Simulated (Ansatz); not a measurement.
# One structure, 3 elements: Si3S, Ge3S, Sn3S

Plane-wave DFT in Ansatz with scalar-relativistic PAW potentials, cutoff 420 eV, Γ-centred meshes chosen by cell and gap, Gaussian smearing with energies taken to zero width. Every cell was relaxed (cell and atoms) in a run of its own, within the symmetry of its start. Functional: PBE.

All members share space group Pm-3m and the same sites; only the element on one set of sites changes (Si, Ge, Sn). Members needn't be the stable form of their composition. Energies over the elements, where given, are against the elements' standard states in the same functional (H₂, N₂, O₂ and halogens uncorrected, Hg as a solid). The first member:

Space group Pm-3m (No. 221). a = 3.962 Å, b = 3.962 Å, c = 3.962 Å, α = 90.00°, β = 90.00°, γ = 90.00°
| atom | site | symmetry | x | y | z |
| --- | --- | --- | --- | --- | --- |
| Si | 3c | 4/mm.m | 0.0000 | 0.5000 | 0.5000 |
| S | 1a | m-3m | 0.0000 | 0.0000 | 0.0000 |

Question: How do size, gap and binding change down the group?

Answer:
| compound | V (Å³/atom) | a (Å) | energy over elements (eV/atom) |
| --- | --- | --- | --- |
| Si3S | 15.55 | 3.962 | 0.682 |
| Ge3S | 19.33 | 4.260 | 0.388 |
| Sn3S | 25.61 | 4.679 | 0.123 |

Over the series the volume grows at each step down the group; all are metallic on the mesh; none is bound against its elements in this structure, and Sn comes closest.

Spin polarisation was left out, and a magnetic state may lie lower.